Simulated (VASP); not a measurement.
Write the native input for VASP 6.6.1 that does the following.

```
Task                   : relaxation of cell and atoms
Functional             : PBE
Potentials or basis    : VASP PAW PBE potentials, release 64 (Mg, Sn_d, N)
Cutoff                 : 520 eV
k mesh                 : 5 × 5 × 2
Occupations            : gaussian, width 0.15 eV
Spin                   : no spin polarisation
Further INCAR settings : PREC = Normal; ALGO = Fast; EDIFF = 0.0001; IBRION = 2; EDIFFG = -0.08; NSW = 24; ISIF = 3
```

The structure of MgSn2N2 lies in POSCAR:

```
MgSn2N2
1.0
    3.6000000000      0.0000000000      0.0000000000
   -1.8000000000      3.1176914500      0.0000000000
    0.0000000000      0.0000000000      7.9000000000
Mg Sn N
1 2 2
Direct
    0.0000000000      0.0000000000      0.0000000000
    0.6666666700      0.3333333300      0.3600000000
    0.3333333300      0.6666666700      0.6400000000
    0.6666666700      0.3333333300      0.8300000000
    0.3333333300      0.6666666700      0.1700000000
```

The cell was built by a generator and needn't be a form met in nature.

These files were run (other wordings do the same):

INCAR

```
SYSTEM = MgSn2N2
PREC = Normal
ENCUT = 520
EDIFF = 1E-4
ISMEAR = 0
SIGMA = 0.15
LREAL = .False.
LASPH = .True.
NELM = 60
ALGO = Fast
ISIF = 3
LWAVE = .False.
LCHARG = .False.
GGA = PE
IBRION = 2
NSW = 24
EDIFFG = -0.08
```

KPOINTS

```
Automatic mesh
0
Gamma
  5 5 2
  0 0 0
```

Potentials or basis: VASP PAW PBE potentials, release 64 (Mg, Sn_d, N).

The run is started by

```bash
$ cat potpaw_PBE.64/Mg/POTCAR potpaw_PBE.64/Sn_d/POTCAR potpaw_PBE.64/N/POTCAR > POTCAR
$ mpirun -np 1 vasp_std > vasp.out
```

It gave:

```yaml
Relaxed_volume: 15.95 Å³/atom
Relaxed_cell: a = 3.257 Å, b = 3.257 Å, c = 8.680 Å, α = 90.00°, β = 90.00°, γ = 120.00°
Space_group_after_relaxing_to_0.05_Å: P-3m1 (No. 164)
Energy_gained_by_relaxing: 419.8 meV/atom
Ionic_steps: 23
Pressure_after_relaxing: 0.2 GPa
Largest_force_after_relaxing: 0.078 eV/Å
Band_gap_on_the_k_mesh: 0.79 eV, indirect (least direct gap 1.24 eV)
```

Caveat: spin-orbit coupling is left out, which moves the levels of the heavy elements; an odd mesh through Γ misses points on the zone boundary, where band edges often lie; the relaxation stopped at a loose force limit of 0.08 eV/Å, so its end isn't a converged minimum.

Run time: 90 s on 1 thread of Intel(R) Xeon(R) 6975P-C (Granite Rapids), on a shared host, peak memory 0.16 GiB.
